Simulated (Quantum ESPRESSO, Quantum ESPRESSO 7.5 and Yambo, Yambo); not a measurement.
**BeS (F-43m): G0W0 with Yambo, start to end**

Aim: the G0W0 gap of BeS (F-43m) on PBE, step by step.

Calculated with Quantum ESPRESSO 7.5 and Yambo 5.3.0; PBE and many-body steps on it, plane waves.

Report form: the programs' logs are mostly left out.

The database entry behind the starting cell differs from later determinations by our own check (0.1 to 0.3 % short, probably kX units), so it need not match the best structure at ambient conditions.

### 1. Set-up

It takes space group F-43m (No. 216, cubic). The conventional cell has a = 4.850 Å, b = 4.850 Å, c = 4.850 Å, α = 90.00°, β = 90.00°, γ = 90.00°. Be has 4 S at 2.10 Å nearest. Nearest to S lie 4 Be at 2.10 Å. Farther neighbours and most contacts between anions are not listed.

Coordinates:

```cif
data_structure
_symmetry_space_group_name_H-M 'F-43m'
_symmetry_Int_Tables_number 216
_cell_length_a 4.8500
_cell_length_b 4.8500
_cell_length_c 4.8500
_cell_angle_alpha 90.000
_cell_angle_beta 90.000
_cell_angle_gamma 90.000
_cell_volume 114.08
loop_
_atom_site_label
_atom_site_type_symbol
_atom_site_symmetry_multiplicity
_atom_site_Wyckoff_symbol
_atom_site_fract_x
_atom_site_fract_y
_atom_site_fract_z
_atom_site_occupancy
Be1 Be 4 a 0.00000 0.00000 0.00000 1
S1 S 4 d 0.25000 0.25000 0.75000 1
```

The cell and positions come from the Crystallography Open Database and are kept as given unless a step says otherwise.

### 2. Ground state

This step: Quantum ESPRESSO 7.5; DFT, PBE, plane waves, norm-conserving pseudopotentials.

The ground-state density comes first.

Input file pw.in:

```
&control
  calculation = 'scf'
  prefix = 'x'
  outdir = 'o'
  pseudo_dir = 'pseudo'
/
&system
  ibrav = 0
  nat = 2
  ntyp = 2
  ecutwfc = 76.0
  nbnd = 10
  force_symmorphic = .true.
/
&electrons
  conv_thr = 1e-10
  electron_maxstep = 80
  mixing_beta = 0.5
/
ATOMIC_SPECIES
  Be 9.012 Be.upf
  S 32.06 S.upf
CELL_PARAMETERS angstrom
  0.0000000000 2.4250000000 2.4250000000
  2.4250000000 -0.0000000000 2.4250000000
  2.4250000000 2.4250000000 -0.0000000000
ATOMIC_POSITIONS crystal
  Be 0.0000000000 0.0000000000 0.0000000000
  S 0.2500000000 0.2500000000 0.2500000000
K_POINTS automatic
  8 8 8 0 0 0
```

Started as:

```sh
$ OMP_NUM_THREADS=1 mpirun -n 4 pw.x -nk 4 -in pw.in > pw.out
```

Run time: 3.5 s. Hardware: 4 MPI ranks of Arm Neoverse V1, shared host; peak memory 0.2 GiB; 13 s of CPU time.

Numbers from this step:

* total energy: -682.1890 eV
* gap: 3.113 eV
* k of the valence top: 0, 0, 0
* k of the conduction bottom: 0, -0.5, -0.5
* least direct gap: 5.664 eV

The gap is indirect, with the least direct gap 2.55 eV higher.

### 3. Bands along the symmetry lines

The cheap functional maps the bands first; the places of the edges decide which points the dearer methods must see.

Input file pw.in:

```
&control
  calculation = 'bands'
  prefix = 'x'
  outdir = 'o'
  pseudo_dir = 'pseudo'
/
&system
  ibrav = 0
  nat = 2
  ntyp = 2
  ecutwfc = 76.0
  nbnd = 11
  force_symmorphic = .true.
/
&electrons
  conv_thr = 1e-9
  electron_maxstep = 80
  diago_full_acc = .true.
  diago_thr_init = 5e-6
/
ATOMIC_SPECIES
  Be 9.012 Be.upf
  S 32.06 S.upf
CELL_PARAMETERS angstrom
  0.0000000000 2.4250000000 2.4250000000
  2.4250000000 -0.0000000000 2.4250000000
  2.4250000000 2.4250000000 -0.0000000000
ATOMIC_POSITIONS crystal
  Be 0.0000000000 0.0000000000 0.0000000000
  S 0.2500000000 0.2500000000 0.2500000000
K_POINTS crystal
  50
  0.00000000 0.00000000 0.00000000 1
  -0.06250000 -0.06250000 0.00000000 1
  -0.12500000 -0.12500000 0.00000000 1
  -0.18750000 -0.18750000 0.00000000 1
  -0.25000000 -0.25000000 0.00000000 1
  -0.31250000 -0.31250000 0.00000000 1
  -0.37500000 -0.37500000 0.00000000 1
  -0.43750000 -0.43750000 0.00000000 1
  -0.50000000 -0.50000000 0.00000000 1
  -0.48437500 -0.48437500 0.03125000 1
  -0.46875000 -0.46875000 0.06250000 1
  -0.45312500 -0.45312500 0.09375000 1
  -0.43750000 -0.43750000 0.12500000 1
  -0.42187500 -0.42187500 0.15625000 1
  -0.40625000 -0.40625000 0.18750000 1
  -0.39062500 -0.39062500 0.21875000 1
  -0.37500000 -0.37500000 0.25000000 1
  -0.37500000 0.00000000 0.37500000 1
  -0.32812500 0.00000000 0.32812500 1
  -0.28125000 0.00000000 0.28125000 1
  -0.23437500 0.00000000 0.23437500 1
  -0.18750000 0.00000000 0.18750000 1
  -0.14062500 0.00000000 0.14062500 1
  -0.09375000 0.00000000 0.09375000 1
  -0.04687500 0.00000000 0.04687500 1
  0.00000000 0.00000000 0.00000000 1
  0.00000000 0.00000000 0.06250000 1
  0.00000000 0.00000000 0.12500000 1
  0.00000000 0.00000000 0.18750000 1
  0.00000000 0.00000000 0.25000000 1
  0.00000000 0.00000000 0.31250000 1
  0.00000000 0.00000000 0.37500000 1
  0.00000000 0.00000000 0.43750000 1
  -0.00000000 -0.00000000 0.50000000 1
  -0.06250000 -0.03125000 0.46875000 1
  -0.12500000 -0.06250000 0.43750000 1
  -0.18750000 -0.09375000 0.40625000 1
  -0.25000000 -0.12500000 0.37500000 1
  -0.31250000 -0.15625000 0.34375000 1
  -0.37500000 -0.18750000 0.31250000 1
  -0.43750000 -0.21875000 0.28125000 1
  -0.50000000 -0.25000000 0.25000000 1
  -0.50000000 -0.28125000 0.21875000 1
  -0.50000000 -0.31250000 0.18750000 1
  -0.50000000 -0.34375000 0.15625000 1
  -0.50000000 -0.37500000 0.12500000 1
  -0.50000000 -0.40625000 0.09375000 1
  -0.50000000 -0.43750000 0.06250000 1
  -0.50000000 -0.46875000 0.03125000 1
  -0.50000000 -0.50000000 0.00000000 1
```

The job ended after 2.8 s (4 MPI ranks; peak memory 0.18 GiB).

This step gave:

```yaml
gap: 3.114 eV
k_of_the_valence_top: 0, 0, 0
k_of_the_conduction_bottom: -0.5, -0.5, 0
least_direct_gap: 5.656 eV
```

The gap is 3.114 eV, as in the run before at this level.

The electronic bands at the labelled points (eV, zero at the top of the highest filled band; v1 is the highest filled band, c1 the lowest empty one):

| point | v4 | v3 | v2 | v1 | c1 | c2 | c3 | c4 |
| --- | --- | --- | --- | --- | --- | --- | --- | --- |
| Γ | -13.69 | 0.00 | 0.00 | 0.00 | 5.66 | 5.66 | 5.66 | 5.89 |
| halfway | -12.80 | -2.73 | -1.61 | -1.61 | 4.45 | 6.60 | 8.69 | 8.69 |
| X | -11.54 | -5.01 | -2.64 | -2.64 | 3.11 | 4.92 | 12.74 | 12.74 |
| halfway | -11.53 | -4.89 | -3.19 | -2.52 | 3.64 | 5.54 | 11.99 | 12.28 |
| U | -11.55 | -4.55 | -4.09 | -2.19 | 4.36 | 7.50 | 10.53 | 11.34 |
| jump to K | -11.55 | -4.55 | -4.09 | -2.19 | 4.36 | 7.50 | 10.53 | 11.34 |
| halfway | -12.73 | -3.53 | -2.14 | -0.59 | 6.32 | 6.89 | 7.23 | 8.66 |
| Γ | -13.69 | 0.00 | 0.00 | 0.00 | 5.66 | 5.66 | 5.66 | 5.89 |
| halfway | -13.02 | -3.30 | -0.60 | -0.60 | 5.56 | 6.56 | 6.56 | 9.27 |
| L | -12.08 | -5.78 | -1.03 | -1.03 | 5.48 | 6.55 | 6.55 | 11.22 |
| halfway | -11.81 | -5.25 | -2.77 | -1.84 | 6.09 | 6.58 | 9.11 | 10.48 |
| W | -11.49 | -4.24 | -3.86 | -3.34 | 6.46 | 8.08 | 8.44 | 8.84 |
| halfway | -11.51 | -4.77 | -3.12 | -3.02 | 4.35 | 5.95 | 11.09 | 11.35 |
| X | -11.54 | -5.01 | -2.64 | -2.64 | 3.11 | 4.92 | 12.74 | 12.74 |

### 4. Empty states on the mesh, 4×4×4 mesh, 123 bands

The sums over transitions need many empty states on a uniform mesh; this step solves for them.

Input file pw.in:

```
&control
  calculation = 'nscf'
  prefix = 'x'
  outdir = 'o'
  pseudo_dir = 'pseudo'
/
&system
  ibrav = 0
  nat = 2
  ntyp = 2
  ecutwfc = 76.0
  nbnd = 123
  force_symmorphic = .true.
/
&electrons
  conv_thr = 1e-9
  electron_maxstep = 80
  diago_full_acc = .true.
  diago_thr_init = 5e-6
/
ATOMIC_SPECIES
  Be 9.012 Be.upf
  S 32.06 S.upf
CELL_PARAMETERS angstrom
  0.0000000000 2.4250000000 2.4250000000
  2.4250000000 -0.0000000000 2.4250000000
  2.4250000000 2.4250000000 -0.0000000000
ATOMIC_POSITIONS crystal
  Be 0.0000000000 0.0000000000 0.0000000000
  S 0.2500000000 0.2500000000 0.2500000000
K_POINTS automatic
  4 4 4 0 0 0
```

Wall time 5 s (4 MPI ranks); peak memory 0.26 GiB; 20 s of CPU time.

Numbers from this step:

* gap: 3.114 eV
* k of the valence top: 0, 0, 0
* k of the conduction bottom: 0, -0.5, -0.5
* least direct gap: 5.664 eV
* k points computed: 8
* lowest point of the top converged band, above the valence top: 134.3148 eV

On this mesh the gap is 3.114 eV.

### 5. Conversion and set-up

This step: Yambo 5.3.0; conversion and set-up on PBE, plane waves, norm-conserving pseudopotentials.

The states are converted to the many-body program's format and the q mesh is built.

Started as:

```sh
$ (cd o/x.save; p2y > p2y.log; mv SAVE ../..); yambo > setup.log
```

Run time: 2.2 s. Hardware: 1 MPI rank; peak memory 0.24 GiB.

### 6. Screening and self-energy, 4×4×4 mesh, 123 bands, screening to 210.9 eV

G0W0 replaces the xc potential by the self-energy, built once from these orbitals. Only a window of levels is corrected, while the sums run over the empty bands that the input names.

This step: G0W0 on PBE, plane waves, norm-conserving pseudopotentials.

Input file gw1.in:

```
HF_and_locXC
gw0
dyson
ppa
em1d
rim_cut
RandQpts= 1000000
RandGvec= 1 RL
EXXRLvcs= 76 Ry
VXCRLvcs= 304 Ry
Chimod= "HARTREE"
% BndsRnXp
 1 | 123 |
%
NGsBlkXp= 15.5 Ry
% LongDrXp
 1 | 1 | 1 |
%
% GbndRnge
 1 | 123 |
%
DysSolver= "n"
ExtendOut
PPAPntXp= 27.21138 eV
% QPkrange
 1 | 8 | 3 | 9 |
%
```

Started as:

```sh
$ OMP_NUM_THREADS=1 mpirun -n 4 yambo -F gw1.in -J gw1 -C gw1 > gw1.log
```

It took 3.8 min on 4 MPI ranks; peak memory 1.3 GiB; 15 min of CPU time.

This step gave:

- G0W0 gap on the mesh: 4.586 eV
- starting gap on the mesh: 3.114 eV
- k of the valence top: 0, 0, 0
- k of the conduction bottom: 0, -0.5, -0.5
- least direct G0W0 gap on the computed points: 7.347 eV
- Z at the valence top: 0.7974
- Z at the conduction bottom: 0.8280

The gap on the mesh goes from 3.11 eV to 4.59 eV, a correction of +1.47 eV.

Limits: finite bands, cutoff and mesh; coarse k mesh. v1 is the top filled band, c1 the lowest empty one. The levels before and after the correction (eV, zero at the valence-band top of each column):

|  | conduction bottom | valence top |
| --- | --- | --- |
| Kohn-Sham | 3.11 | 0.00 |
| G0W0 | 4.59 | 0.00 |

|  | level | energy (eV) |
| --- | --- | --- |
| Kohn-Sham | Γ v3-v1 | 0.000 |
| Kohn-Sham | Γ c1-c3 | 5.664 |
| Kohn-Sham | Γ c4 | 5.890 |
| Kohn-Sham | (0 -0.5 -0.5) v3 | -5.011 |
| Kohn-Sham | (0 -0.5 -0.5) v2-v1 | -2.638 |
| Kohn-Sham | (0 -0.5 -0.5) c1 | 3.114 |
| Kohn-Sham | (0 -0.5 -0.5) c2 | 4.918 |
| Kohn-Sham | (0 -0.5 -0.5) c3-c4 | 12.740 |
| G0W0 | Γ v3-v1 | 0.000 |
| G0W0 | Γ c1-c3 | 7.553 |
| G0W0 | Γ c4 | 7.439 |
| G0W0 | (0 -0.5 -0.5) v3 | -5.291 |
| G0W0 | (0 -0.5 -0.5) v2-v1 | -2.762 |
| G0W0 | (0 -0.5 -0.5) c1 | 4.586 |
| G0W0 | (0 -0.5 -0.5) c2 | 6.615 |
| G0W0 | (0 -0.5 -0.5) c3-c4 | 14.800 |

### 7. Where the time went

Times are wall times on the hardware named with each run, good to a factor of about two.

| step | time | share | memory (GiB) |
| --- | --- | --- | --- |
| ground state | 3.5 s | 1 % | 0.2 |
| bands along the symmetry lines | 2.8 s | 1 % | 0.18 |
| empty states on the mesh | 5 s | 2 % | 0.26 |
| conversion and set-up | 2.2 s | 1 % | 0.24 |
| screening and self-energy | 3.8 min | 94 % | 1.3 |

### 8. What came out

```yaml
pbe_gap: 3.11 eV, indirect
g0w0_gap_on_the_mesh: 4.59 eV
gw_settings: 4×4×4 mesh, 123 bands, screening to 210.9 eV, Godby-Needs plasmon pole
known_limits: not at the basis limit; coarse k mesh
```

In words: G0W0 moves the gap on the mesh from 3.11 eV to 4.59 eV (+1.47 eV), with Z of 0.80 and 0.83 at the edges. The dearest step here is «screening and self-energy». Bands and cutoff are finite, so the gap is not at the basis limit. The miss can reach some tenths of an eV and take either sign; the mesh is an error of its own. The 4×4×4 mesh is coarse for this cell, which bears on the long-range parts of exchange and screening.

[Paths, hosts, dates, memory and timing lines, banners, echoed tables and standing remarks are left out of the program output.]

[Logs are printed without paths, hosts, clocks, repeated set-up lines and the standing remarks that a program may print on its own settings, such as how far it seeks lower states.]

[Runs of the session that timed out or met a known fault of the program may be left out.]

[Hosts, paths, dates, database ids (printed as entryN), source tags and the programs' standing remarks are cut or masked in the printed files.]
